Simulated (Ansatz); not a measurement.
# TiSi2: changing the pressure

The cell as given:

```cif
data_structure
_symmetry_space_group_name_H-M 'Cmcm'
_symmetry_Int_Tables_number 63
_cell_length_a 3.5302
_cell_length_b 13.5186
_cell_length_c 3.5652
_cell_angle_alpha 90.000
_cell_angle_beta 90.000
_cell_angle_gamma 90.000
_cell_volume 170.14
loop_
_atom_site_label
_atom_site_type_symbol
_atom_site_symmetry_multiplicity
_atom_site_Wyckoff_symbol
_atom_site_fract_x
_atom_site_fract_y
_atom_site_fract_z
_atom_site_occupancy
Ti1 Ti 4 c 0.00000 0.89688 0.25000 1
Si1 Si 4 c 0.50000 0.74969 0.25000 1
Si2 Si 4 c 0.00000 0.55825 0.25000 1
```

The cell comes from a database or a generator and needn't be the stable form of this composition.

Kept alike: task relaxation of cell and atoms; functional r2SCAN; k mesh 8 × 8 × 8; occupations fermi-dirac, width 0.05 eV; no spin polarisation. Program: Ansatz, Ansatz PAW, cutoff 500 eV. The mesh is that of the run's cell of 6 atoms. No spin-orbit coupling.

```csv
"pressure, P (GPa)",volume (Å³/atom),first edge of the run's cell (Å),third edge of the run's cell (Å)
0,14.158,6.979,3.565
2,13.950,6.930,3.552
5,13.664,6.860,3.535
10,13.248,6.759,3.509
20,12.574,6.596,3.463
```

The relaxations keep at least the cell's symmetry (Cmcm). For a metal such a mesh leaves the last digits unconverged. Runs of this series that gave no sound value for these columns are left out. The runs follow the start's structure, whether or not it is the stable one at these pressures. P is the pressure aimed at, which the runs meet within some hundredths to tenths of a GPa. All rows use potentials made for PBE.

Q: What does the pressure change here?

A: The volume falls from 14.158 to 12.574 Å³/atom between 0 and 20 GPa. The volume falls ever more slowly, since the solid stiffens under load. At the pressures aimed at, which the runs meet within some tenths of a GPa, the step from 0 to 5 GPa gives a mean bulk modulus near 141 GPa, the last step 192 GPa. The first edge of the run's cell falls from 6.979 to 6.596 Å between 0 and 20 GPa. The third edge of the run's cell falls from 3.565 to 3.463 Å between 0 and 20 GPa.
